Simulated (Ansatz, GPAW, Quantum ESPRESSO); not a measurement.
AlPt: 5 runs at one level of theory

```
Pt Al
1.0
     3.09155    0.00000    0.00000
     0.00000    3.09155    0.00000
     0.00000    0.00000    3.09155
Pt Al
1 1
Direct
  0.50000 0.50000 0.50000
  0.00000 0.00000 0.00000
```

Measurements of this composition are mostly on another form, of space group No. 198.

Alike in all runs: task band structure; functional PBEsol; k mesh 9 × 9 × 9; occupations fermi-dirac, width 0.05 eV; no spin polarisation; no spin-orbit coupling. Pressure is positive in compression and, in plane waves, holds the error of the finite cutoff, which Ansatz's Pulay term estimates and takes out.

```tsv
program and potentials	plane-wave cutoff (eV)	notes	pressure (GPa)
Quantum ESPRESSO, PseudoDojo 0.4.1 SR PBEsol standard	1143	10.5 valence electrons an atom on average	-5.94
Quantum ESPRESSO, GBRV 1.5 PBEsol	612	9.5 valence electrons an atom on average	-6.23
GPAW, PAW data sets generated for this functional	600	9.5 valence electrons an atom on average	-5.20
Ansatz, PAW datasets made for the crystal	260	6.5 valence electrons an atom on average	-5.71
Ansatz, all-electron LAPW, scalar-relativistic	-	-	-5.71
```

The pressure spans -6.23 (Quantum ESPRESSO, GBRV 1.5 PBEsol) to -5.20 GPa (GPAW, PAW data sets generated for this functional), with all-electron results at -5.71.

The functional is the same throughout but for its coding, so the spread measures potentials, basis and numerics; runs on potential files found faulty are left out.
